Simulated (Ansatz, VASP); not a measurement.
# Cross-check of SnO between VASP and Ansatz

Aim: how closely do two programs agree when they are given the same cell, functional and k mesh? The cell is generated by rule, not measured, and may not be a known phase. The cell is taken from a series of runs on this material, whose earlier steps may have relaxed, scaled, displaced or heated it; both programs get it as it stands.

Main program and level: Ansatz 0.2.0; plane waves, with VASP 6.6.1 beside it; single point at PBE.

The structure was built from a prototype and need not be the compound's stable phase.

### Step 1. Set-up

The structure is trigonal, space group P-3m1 (No. 164). Conventional cell: a = 4.173 Å, b = 4.173 Å, c = 5.235 Å, α = 90.00°, β = 90.00°, γ = 120.00°. Nearest to Sn lie 5 O at 2.41 to 2.66 Å. Nearest to O lie 5 Sn at 2.41 to 2.66 Å. Farther neighbours and most contacts between anions are not listed.

### Step 2. Ansatz: single point, PBE, pair 1

Ansatz runs on its default PAW (the set named soft_2) files.

With cell and atoms fixed, the geometry can't cause a difference; cores, projectors, grids and the points listed under the comparison can.

File input.yaml:

```yaml
crystal:
  lattice:
    - [4.1730563351, 0.0, 0.0]
    - [-2.0865281675, 3.6139727976, 0.0]
    - [0.0, 0.0, 5.2350607344]
  atoms:
    - { symbol: Sn, position: [0.3333333333, 0.6666666667, 0.2493339974] }
    - { symbol: Sn, position: [0.6666666667, 0.3333333333, 0.7506660026] }
    - { symbol: O, position: [0.6666666667, 0.3333333333, 0.2423592099] }
    - { symbol: O, position: [0.3333333333, 0.6666666667, 0.7576407901] }
kpoints:
  mp_grid: { grid: [10, 10, 6] }
hamiltonian:
  xc: pbe
scf:
  occupations: { method: gaussian, width: 0.02 }
output:
  forces: true
  stress: true
  eigenvalues: true
```

Launch:

```bash
ansatz run input.yaml --threads 4 --pin off --max-ram 7168MiB --backend cpu --events-out ev --progress --plain --runs-dir out
```

Numbers of over 12 decimals in the logs are rounded to 6 here.

What it wrote:

```text
Engine: ansatz 0.2.0, aarch64-unknown-linux-gnu
Pseudopotentials: kind: paw
Pseudopotential: Sn, paw, valence charge 14, recommended cutoff 420 eV (normal), Sn.paw.azcp
Pseudopotential: O, paw, valence charge 6, recommended cutoff 420 eV (normal), O.paw.azcp
Functional definition: PBE
  parameter kappa = 0.804
  parameter beta = 0.066725
  exchange = pbe_x(kappa = kappa, mu = beta*pi^2/3)
  correlation = pbe_c(beta = beta)
Crystal: 4 atoms, lattice volume = 78.952 Å³
Basis set: ecut = 420 eV, 1535 PW (Γ), exchange–correlation on 60×60×72 points (8 copies of the dense FFT grid, shifted against one another)
Bands: 24, of which v1, the nominal top of the filled ones, is band 20 counted from 1 (19 counted from 0)
Symmetry: 12 space group operations
Space group: P-3m1 (ITA 164), of the structure as read, at distance tolerance 4.3e-5 Å
k-points: 72 of 600
Non-local potential: Sn, projectors of the file, l = 0: 2, l = 1: 2, l = 2: 2, l = 3: 2
Non-local potential: O, projectors of the file, l = 0: 2, l = 1: 2, l = 2: 1
PAW form: soft (Blöchl's): semilocal exchange-correlation on the pseudo side does not see the compensation charge
PAW one-centre angular grid: Sn, 590 points (default); XC on 64 Gauss nodes
PAW one-centre angular grid: O, 110 points (default); XC on 64 Gauss nodes
Initial density: superposition of atomic densities (neutral atoms: chi_scale 0, normalization atom), corrected by the library's trained network
Initial wavefunctions: pseudopotential atomic-orbital guess
Functional: x = pbe(κ = 0.804, μ = 0.219515), c = pbe(β = 0.066725)
SCF iter   1: F=—  HF=-13181.596622 eV  |F-HF|=—  |Δ(HF+E_count)|=         —  Δρ=6.20e-3  dr2=2.68e-2  ethr=1.77e-3  ⟨swp⟩=6.3  Hψ=8136  notcnv=0
preconditioner: auto → Resta (q_TF=auto, 2.436 Å⁻¹)  ε∞=3.4  [insulator: Δε(μ)=0.499 eV  Ē_g=17.075 eV  σ=0.020 eV  W_gap=1.00  n_scr=22 (ndim 8)  ℏωp=26.4 eV  f_vac=0.067  D(μ)=0.00/eV (n_scr^D=0)  ε∞_Penn≈3.4]
SCF iter   2: F=—  HF=-13181.593774 eV  |F-HF|=—  |Δ(HF+E_count)|=   2.85e-3  Δρ=4.17e-3  dr2=1.08e-2  ethr=6.71e-5  ⟨swp⟩=2.0  Hψ=3248  notcnv=0
SCF iter   3: F=—  HF=-13181.592028 eV  |F-HF|=—  |Δ(HF+E_count)|=   1.75e-3  Δρ=1.31e-3  dr2=6.21e-4  ethr=2.70e-5  ⟨swp⟩=2.0  Hψ=2421  notcnv=0
SCF iter   4: F=—  HF=-13181.592768 eV  |F-HF|=—  |Δ(HF+E_count)|=   7.41e-4  Δρ=2.70e-4  dr2=7.57e-5  ethr=1.55e-6  ⟨swp⟩=3.0  Hψ=3449  notcnv=0
SCF iter   5: F=—  HF=-13181.592820 eV  |F-HF|=—  |Δ(HF+E_count)|=   5.19e-5  Δρ=1.04e-4  dr2=1.39e-5  ethr=1.89e-7  ⟨swp⟩=2.0  Hψ=3157  notcnv=0
SCF iter   6: F=—  HF=-13181.592846 eV  |F-HF|=—  |Δ(HF+E_count)|=   2.59e-5  Δρ=5.26e-5  dr2=2.64e-6  ethr=3.47e-8  ⟨swp⟩=2.6  Hψ=3140  notcnv=0
SCF iter   7: F=-13181.592846 eV  HF=-13181.592846 eV  |F-HF|=8.55e-9  |Δ(HF+E_count)|=   3.41e-7  Δρ=7.24e-6  dr2=5.88e-8  ethr=2.50e-10  ⟨swp⟩=4.0  Hψ=8060  notcnv=0
SCF 1 converged in 7 iterations: F = -13181.592846 eV  dr2 = 5.88e-8
  greatest PAW one-centre occupation: 0.993 electrons in one spin orbital (limit 2), on the Sn atom at site 1 (counted from 0), in its partial waves of l = 2
SCF converged after 7 iterations
Free energy (F): -13181.592846 eV
Harris-Foulkes:  -13181.592846 eV  (|F-HF|=8.55e-9)
Internal energy: -13181.592846 eV  (E = F + TS)
E sigma→0 (E₀):  -13181.592846 eV
Fermi energy:    8.928440 eV
--- Per-component energies (eV) ---
  E_band       = -230.896652
  E_kinetic    = 715.620528
  E_local      = -2654.503129  (includes V_loc(G=0)·N_el)
  E_nonlocal   = 29.748282
  E_hartree    = 1412.721278
  E_xc         = -914.176500
  E_vxc        = -381.115565  (∫ρ·V_xc dr)
  E_paw        = -8578.520207  (= ΣΔE_a)
  E_vpaw       = -766.095023  (= ΣTr[D̂ρ^β])
  E_aug_tail   = 0.004648  (compensation charges beyond the density's cutoff)
  E_ewald      = -3192.487745
  E_smearing   = -0.000000  (= −TS)
  E_closure    = 0.000000  (closes the sum)
  Σ components = -13181.592846   (vs F -13181.592846, Δ=0.00e0)
--- Forces (eV/Å), atoms counted from 1 ---
  atom   1  Sn     0.00000000     0.00000000    -0.12471934
  atom   2  Sn    -0.00000000    -0.00000000     0.12471934
  atom   3  O     -0.00000000    -0.00000000    -0.19570424
  atom   4  O      0.00000000     0.00000000     0.19570424
  max |Σ_I F_I| component: 1.48e-16 eV/Å
--- Stress (GPa, compression-positive) ---
       -0.015353      -0.000000      -0.000000
        0.000000      -0.015353      -0.000000
       -0.000000      -0.000000       0.044458
  P = ⅓ Tr σ = 0.0046 GPa (0.046 kbar)
--- Band table (eV; the first three rows and the last of 72) ---
  k-point 0: bands = [... 16 lower, 4.2647, 5.1076, 5.1076, 5.4108, 11.8308, 11.9223, 11.9223, 12.6826]
  k-point 1: bands = [... 16 lower, 4.7942, 5.0609, 5.0609, 5.7414, 11.5780, 11.8854, 11.8854, 12.5478]
  k-point 2: bands = [... 16 lower, 4.9250, 4.9250, 5.9502, 6.4295, 11.1111, 11.8560, 11.8560, 12.2530]
  k-point 71: bands = [... 16 lower, 5.4346, 5.4409, 8.4909, 8.6540, 9.2029, 9.3957, 11.1282, 11.3228]
```

The run ends at a pressure of 0.00 GPa, with forces up to 0.20 eV/Å.

### Step 3. VASP: single point, PBE, pair 1

The same cell, functional, mesh and smearing now go to VASP, with its own data sets.

Lines of VASP's logs that name or quote its potential files are left out, and so is its time.

File INCAR:

```
SYSTEM = SnO
PREC = Accurate
ENCUT = 600
EDIFF = 1E-06
NELM = 120
ISMEAR = 0
SIGMA = 0.02
LREAL = .FALSE.
ALGO = Normal
GGA = PE
NBANDS = 26
LORBIT = 11
LWAVE = .FALSE.
LCHARG = .FALSE.
ISIF = 2
LASPH = .TRUE.
GGA_COMPAT = .FALSE.
EFERMI = MIDGAP
KPAR = 2
```

File POSCAR:

```
SnO
1.0
    4.1730563351      0.0000000000      0.0000000000
   -2.0865281675      3.6139727976      0.0000000000
    0.0000000000      0.0000000000      5.2350607344
Sn O
2 2
Direct
    0.3333333333      0.6666666667      0.2493339974
    0.6666666666      0.3333333334      0.7506660026
    0.6666666666      0.3333333334      0.2423592099
    0.3333333333      0.6666666667      0.7576407901
```

File KPOINTS:

```
Automatic mesh
0
Gamma
10 10 6
0 0 0
```

The projector-augmented-wave data sets are Sn_d and O (PBE family, release 64).

Launch:

```bash
mpirun -np 2 vasp_std
```

What it wrote:

```text
[banner, memory and clock lines left out]
running    2 mpi-ranks, on    1 nodes
 distrk:  each k-point on    1 cores,    2 groups
 distr:  one band on    1 cores,    1 groups

 POSCAR found type information on POSCAR SnO
 POSCAR found :  2 types and       4 ions
 LDA part: xc-table for (Slater+PW92), standard interpolation
 POSCAR, INCAR and KPOINTS ok, starting setup
 FFT: planning ... GRIDC
 FFT: planning ... GRID_SOFT
 FFT: planning ... GRID
 WAVECAR not read
 entering main loop
       N       E                     dE             d eps       ncg     rms          rms(c)
DAV:   1     0.438256479458E+03    0.43826E+03   -0.22264E+04  3810   0.245E+03
DAV:   2     0.462477382350E+02   -0.39201E+03   -0.38117E+03  3912   0.570E+02
DAV:   3    -0.212726977290E+02   -0.67520E+02   -0.65771E+02  4450   0.198E+02
DAV:   4    -0.250505794339E+02   -0.37779E+01   -0.37492E+01  4160   0.489E+01
DAV:   5    -0.251454696165E+02   -0.94890E-01   -0.94837E-01  4022   0.835E+00    0.120E+01
DAV:   6    -0.214505317371E+02    0.36949E+01   -0.25072E+01  6136   0.562E+01    0.722E+00
DAV:   7    -0.209896269480E+02    0.46090E+00   -0.46061E+00  4208   0.119E+01    0.225E+00
DAV:   8    -0.209583521195E+02    0.31275E-01   -0.33745E-01  3808   0.381E+00    0.795E-01
DAV:   9    -0.209466031565E+02    0.11749E-01   -0.47676E-02  4890   0.165E+00    0.250E-01
DAV:  10    -0.209487244813E+02   -0.21213E-02   -0.20342E-02  5024   0.100E+00    0.240E-01
DAV:  11    -0.209477950156E+02    0.92947E-03   -0.66822E-03  5892   0.510E-01    0.291E-02
DAV:  12    -0.209478289494E+02   -0.33934E-04   -0.50202E-04  4098   0.147E-01    0.222E-02
DAV:  13    -0.209478309292E+02   -0.19798E-05   -0.42363E-05  4124   0.419E-02    0.603E-03
DAV:  14    -0.209478308425E+02    0.86668E-07   -0.12880E-05  4214   0.190E-02    0.571E-03
DAV:  15    -0.209478303529E+02    0.48965E-06   -0.18255E-06  2178   0.103E-02
   1 F= -.20947830E+02 E0= -.20947830E+02  d E =-.970533E-85
```

OUTCAR, selected parts (step 3):

```text
ion  position               nearest neighbor table
   1  0.333  0.667  0.249-   3 2.41   3 2.41   3 2.41   4 2.57   4 2.66   2 3.55   2 3.55   2 3.55
                             2 3.56   2 3.56   2 3.56
   2  0.667  0.333  0.751-   4 2.41   4 2.41   4 2.41   3 2.57   3 2.66   1 3.55   1 3.55   1 3.55
                             1 3.56   1 3.56   1 3.56
   3  0.667  0.333  0.242-   1 2.41   1 2.41   1 2.41   2 2.57   2 2.66
   4  0.333  0.667  0.758-   2 2.41   2 2.41   2 2.41   1 2.57   1 2.66

  LATTYP: Found a hexagonal cell.
 ALAT       =     4.1730563351
 C/A-ratio  =     1.2544907890

 Subroutine GETGRP returns: Found 12 space group operations
 (whereof 12 operations were pure point group operations)

The static configuration has the point symmetry D_3d.

 Found     72 irreducible k-points:

   k-points           NKPTS =     72   k-points in BZ     NKDIM =     72   number of bands    NBANDS=     26

   dimension x,y,z NGX =    36 NGY =   36 NGZ =   42
   dimension x,y,z NGXF=    72 NGYF=   72 NGZF=   84

   ENCUT  =  600.0 eV  44.10 Ry    6.64 a.u.   8.33  8.33 10.46*2*pi/ulx,y,z

   NELECT =      40.0000    total number of electrons

 k-points in reciprocal lattice and weights: Automatic mesh
   0.00000000  0.00000000  0.00000000       0.002
   0.10000000 -0.00000000  0.00000000       0.010
   0.20000000 -0.00000000  0.00000000       0.010
   0.30000000  0.00000000  0.00000000       0.010
   0.40000000  0.00000000  0.00000000       0.010
   0.50000000  0.00000000  0.00000000       0.005
   0.10000000  0.10000000  0.00000000       0.010
   0.20000000  0.10000000  0.00000000       0.020
   0.30000000  0.10000000  0.00000000       0.020
[...]
0.40000000  0.20000000  0.50000000       0.010
   0.30000000  0.30000000  0.50000000       0.010

 average (electrostatic) potential at core
       1-101.1998       2-101.1998       3 -69.6678       4 -69.6678

 E-fermi :   6.4152

 k-point     1 :       0.0000    0.0000    0.0000
  band No.  band energies     occupation
    ...
     16       1.7528      2.00000
     17       1.7528      2.00000
     18       2.5965      2.00000
     19       2.5965      2.00000
     20       2.8994      2.00000
     21       9.3192      0.00000
     22       9.4065      0.00000
     23       9.4065      0.00000
     24      10.1673      0.00000
     25      10.1673      0.00000
    ...

 k-point     2 :       0.1000   -0.0000    0.0000
  band No.  band energies     occupation
    ...
     16       1.6649      2.00000
     17       2.5464      2.00000
     18       2.5699      2.00000
     19       2.8062      2.00000
     20       2.9163      2.00000
     21       8.9426      0.00000
     22       9.3228      0.00000
     23       9.5462      0.00000
     24       9.9696      0.00000
     25      10.3012      0.00000
    ...

 k-point     3 :       0.2000   -0.0000    0.0000
  band No.  band energies     occupation
    ...
     16       1.4552      2.00000
     17       2.4917      2.00000
     18       2.6525      2.00000
     19       3.2511      2.00000
     20       3.5497      2.00000
     21       8.2074      0.00000
     22       9.3269      0.00000
     23       9.5763      0.00000
     24       9.8697      0.00000
     25      10.7103      0.00000
    ...

  Total       -0.0249042     -0.0249042     -0.0147682     -0.0000000      0.0000000     -0.0000000
  in kB       -0.5053856     -0.5053856     -0.2996926     -0.0000000      0.0000000     -0.0000000
  external PRESSURE =      -0.4368213 kB  Pullay stress =       0.0000000 kB

  energy-cutoff  :      600.00
  volume of cell :       78.95
      direct lattice vectors                 reciprocal lattice vectors
     4.173056335  0.000000000  0.000000000     0.239632519  0.138351899  0.000000000
    -2.086528168  3.613972798  0.000000000     0.000000000  0.276703798  0.000000000
     0.000000000  0.000000000  5.235060734     0.000000000  0.000000000  0.191019751

 POSITION                                       TOTAL-FORCE (eV/Angst)
 -----------------------------------------------------------------------------------
     -0.00000      2.40932      1.30528        -0.000000     -0.000000     -0.119843
      2.08653      1.20466      3.92978         0.000000      0.000000      0.119843
      2.08653      1.20466      1.26877        -0.000000      0.000000     -0.190572
     -0.00000      2.40932      3.96630        -0.000000     -0.000000      0.190572
 -----------------------------------------------------------------------------------
    total drift:                                0.000001     -0.000001     -0.000000

  FREE ENERGIE OF THE ION-ELECTRON SYSTEM (eV)
  ---------------------------------------------------
  free  energy   TOTEN  =       -20.9478303529 eV

  energy  without entropy=      -20.9478303529  energy(sigma->0) =      -20.94783035

 total charge
# of ion       s       p       d       tot
------------------------------------------
    1        1.411   0.590  10.008  12.009
    2        1.411   0.590  10.008  12.009
    3        1.600   3.284   0.000   4.884
    4        1.600   3.284   0.000   4.884
--------------------------------------------------
tot          6.021   7.748  20.017  33.787

[... 3 further parts left out ...]
```

The run ends at a pressure of -0.04 GPa, with forces up to 0.19 eV/Å.

### Step 4. Side by side

Known differences besides the potentials themselves: the cutoff is 420 eV in Ansatz and 600 eV in VASP. Total energies have different zeros and are not compared.

The two programs side by side:

| quantity | Ansatz | VASP | difference |
| --- | --- | --- | --- |
| pressure (GPa) | 0.00 | -0.04 | +0.05 |
| gap on the k mesh (eV) | 0.549 | 0.547 | +0.001 |

Forces (eV/Å; atoms numbered as in POSCAR):

| atom | Ansatz x, y, z | VASP x, y, z |
| --- | --- | --- |
| Sn1 | 0.000, 0.000, -0.125 | 0.000, 0.000, -0.120 |
| Sn2 | 0.000, 0.000, 0.125 | 0.000, 0.000, 0.120 |
| O3 | 0.000, 0.000, -0.196 | 0.000, 0.000, -0.191 |
| O4 | 0.000, 0.000, 0.196 | 0.000, 0.000, 0.191 |

The forces differ by 2.9 meV/Å r.m.s., which is 3.1 % of the r.m.s. force of 0.092 eV/Å (both taken over all components). A gap on the mesh is an upper bound, since the band edges may lie between its points.

### Step 5. VASP: single point, PBE, pair 2

With cell and atoms fixed, the geometry can't cause a difference; cores, projectors, grids and the points listed under the comparison can.

INCAR is that of step 3.

File POSCAR:

```
SnO
1.0
    4.1730563351      0.0000000000      0.0000000000
   -2.0865281675      3.6139727976      0.0000000000
    0.0000000000      0.0000000000      5.2350607344
Sn O
2 2
Direct
    0.3333333333      0.6666666667      0.2486679947
    0.6666666666      0.3333333334      0.7513320053
    0.6666666666      0.3333333334      0.2347184199
    0.3333333333      0.6666666667      0.7652815801
```

KPOINTS is that of step 3.

Launch:

```bash
mpirun -np 2 vasp_std
```

What it wrote:

```text
[... set-up lines as in an earlier step ...]
 entering main loop
       N       E                     dE             d eps       ncg     rms          rms(c)
DAV:   1     0.438203334089E+03    0.43820E+03   -0.22262E+04  3808   0.245E+03
DAV:   2     0.456399743447E+02   -0.39256E+03   -0.38165E+03  3936   0.569E+02
DAV:   3    -0.213593415771E+02   -0.66999E+02   -0.65267E+02  4410   0.198E+02
DAV:   4    -0.250770953455E+02   -0.37178E+01   -0.36896E+01  4144   0.486E+01
[...]
DAV:  13    -0.209719492313E+02   -0.24008E-05   -0.41575E-05  4126   0.417E-02    0.534E-03
DAV:  14    -0.209719493388E+02   -0.10747E-06   -0.10152E-05  4250   0.168E-02    0.525E-03
DAV:  15    -0.209719489435E+02    0.39526E-06   -0.12786E-06  2206   0.888E-03
   1 F= -.20971949E+02 E0= -.20971949E+02  d E =-.578570E-70
```

Parts of OUTCAR (step 5):

```text
  Total       -0.0607064     -0.0607064      0.0485478     -0.0000000      0.0000000      0.0000000
  in kB       -1.2319239     -1.2319239      0.9851874     -0.0000000      0.0000000      0.0000000
  external PRESSURE =      -0.4928868 kB  Pullay stress =       0.0000000 kB

 POSITION                                       TOTAL-FORCE (eV/Angst)
 -----------------------------------------------------------------------------------
     -0.00000      2.40932      1.30179        -0.000000      0.000000     -0.233487
      2.08653      1.20466      3.93327         0.000000     -0.000000      0.233487
      2.08653      1.20466      1.22877         0.000000     -0.000000     -0.380167
     -0.00000      2.40932      4.00630        -0.000000      0.000000      0.380167
 -----------------------------------------------------------------------------------
    total drift:                                0.000001     -0.000001     -0.000000

  FREE ENERGIE OF THE ION-ELECTRON SYSTEM (eV)
  ---------------------------------------------------
  free  energy   TOTEN  =       -20.9719489435 eV

  energy  without entropy=      -20.9719489435  energy(sigma->0) =      -20.97194894

[... 2 parts as in an earlier step ...]

[... 1 further part left out ...]
[key lines of the parts left out:]
E-fermi :   6.3790
```

The run ends at a pressure of -0.05 GPa, with forces up to 0.38 eV/Å.

### Step 6. Ansatz: single point, PBE, pair 2

The same cell, functional, mesh and smearing now go to Ansatz, which takes its cutoff from its data sets.

The cell is taken from a series of runs on this material, whose earlier steps may have relaxed, scaled, displaced or heated it; both programs get it as it stands.

input.yaml, the sections that differ from step 2:

```yaml
crystal:
  lattice:
    - [4.1730563351, 0.0, 0.0]
    - [-2.0865281675, 3.6139727976, 0.0]
    - [0.0, 0.0, 5.2350607344]
  atoms:
    - { symbol: Sn, position: [0.3333333333, 0.6666666667, 0.2486679947] }
    - { symbol: Sn, position: [0.6666666667, 0.3333333333, 0.7513320053] }
    - { symbol: O, position: [0.6666666667, 0.3333333333, 0.2347184199] }
    - { symbol: O, position: [0.3333333333, 0.6666666667, 0.7652815801] }
# kpoints, hamiltonian, scf, output: as in step 2
```

Launch:

```bash
ansatz run input.yaml --threads 4 --pin off --max-ram 7168MiB --backend cpu --events-out ev --progress --plain --runs-dir out
```

What it wrote:

```text
[...]
Crystal: 4 atoms, lattice volume = 78.952 Å³
Basis set: ecut = 420 eV, 1535 PW (Γ), exchange–correlation on 60×60×72 points (8 copies of the dense FFT grid, shifted against one another)
Bands: 24, of which v1, the nominal top of the filled ones, is band 20 counted from 1 (19 counted from 0)
Symmetry: 12 space group operations
[...]
k-points: 72 of 600
[...]
--- Band table (eV; the first three rows and the last of 72) ---
  k-point 0: bands = [... 16 lower, 4.2600, 5.1147, 5.1147, 5.5194, 11.8292, 11.9202, 11.9202, 12.6861]
  k-point 1: bands = [... 16 lower, 4.6941, 5.0691, 5.0691, 5.8508, 11.5720, 11.8793, 11.8793, 12.5562]
  k-point 2: bands = [... 16 lower, 4.9383, 4.9383, 5.8373, 6.5491, 11.0829, 11.8352, 11.8352, 12.2772]
  k-point 71: bands = [... 16 lower, 5.4309, 5.4437, 8.3730, 8.6425, 9.2074, 9.5348, 11.0331, 11.4191]
[key lines of the parts left out:]
SCF converged after 7 iterations
Free energy (F): -13181.617612 eV
Fermi energy:    8.890420 eV
P = ⅓ Tr σ = -0.0010 GPa (-0.010 kbar)
```

The run ends at a pressure of 0.00 GPa, with forces up to 0.39 eV/Å.

### Step 7. Differences

Both answers:

| quantity | Ansatz | VASP | difference |
| --- | --- | --- | --- |
| pressure (GPa) | 0.00 | -0.05 | +0.05 |
| gap on the k mesh (eV) | 0.496 | 0.495 | 0.000 |

Forces (eV/Å; atoms numbered as in POSCAR):

| atom | Ansatz x, y, z | VASP x, y, z |
| --- | --- | --- |
| Sn1 | 0.000, 0.000, -0.243 | 0.000, 0.000, -0.233 |
| Sn2 | 0.000, 0.000, 0.243 | 0.000, 0.000, 0.233 |
| O3 | 0.000, 0.000, -0.390 | 0.000, 0.000, -0.380 |
| O4 | 0.000, 0.000, 0.390 | 0.000, 0.000, 0.380 |

The forces differ by 5.6 meV/Å r.m.s., which is 3.1 % of the r.m.s. force of 0.182 eV/Å (both taken over all components). A gap on the mesh is an upper bound, since the band edges may lie between its points.

[end of part 1 of 2]

[Lines on the potential files, build, host, timing and source positions are cut from VASP's logs without a mark.]

[Logs are printed without paths, hosts, clocks, repeated set-up lines and the standing remarks that a program may print on its own settings, such as how far it seeks lower states.]

[Hosts, paths, dates, database ids (printed as entryN), source tags and the programs' standing remarks are cut or masked in the printed files.]
